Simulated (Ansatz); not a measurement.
FePt (Tetraferroplatinum):

```
Pt Fe
1.0
     2.72350    0.00000    0.00000
     0.00000    2.72350    0.00000
     0.00000    0.00000    3.72000
Pt Fe
1 1
Direct
  0.50000 0.50000 0.50000
  0.00000 0.00000 0.00000
```

Base run:

```yaml
Program: Ansatz 0.2.0
Functional: LDA
Potentials_or_basis: all-electron LAPW, scalar-relativistic
Cutoff: 282 eV (chosen from the basis error)
Basis_error_allowed: 0.001 eV/atom
k_mesh: 10 × 10 × 7
Occupations: gaussian, width 0.05 eV
Spin: collinear spin, ferromagnetic start
Starting_moments: "[0.0, 3.0] μB"
```

Its results: pressure -12.8 GPa; net moment 3.21 μB per cell; site moments Pt +0.37; Fe +2.88 μB.

Question: The run is repeated on the same cell with these changes: functional from LDA to PBE; occupations from gaussian, width 0.05 eV to fermi-dirac, width 0.05 eV. What comes out?

Answer: Pressure 3.4 GPa; net moment 3.28 μB per cell; site moments Pt +0.38; Fe +2.97 μB.
